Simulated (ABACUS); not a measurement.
Crystal: PbS (Galena).

```xyz
2
Lattice="0.0000 2.9657 2.9657 2.9657 0.0000 2.9657 2.9657 2.9657 0.0000" Properties=species:S:1:pos:R:3 pbc="T T T"
Pb    0.0000    0.0000    0.0000
S     2.9657    2.9657    2.9657
```

Base run:

```yaml
Program: ABACUS 3.10.1
Functional: r2SCAN
Potentials_or_basis: SG15 ONCV 1.2 PBE
Cutoff: 993 eV
Density_cutoff: 3973 eV
Basis: plane waves
k_mesh: 5 × 5 × 5
Occupations: fermi-dirac, width 0.05 eV
Spin: no spin polarisation
```

Its results: pressure 0.0 GPa.

Question: The run is repeated on the same cell with these changes: functional from r2SCAN to TASK. What comes out?

Answer: Pressure 133.7 GPa.

Caveats: the potentials were made for another functional, which shifts forces and pressure; a pressure of tens of GPa on the cell as given is suspect, and the run, the potentials or the cell itself is likely at fault (some runs).
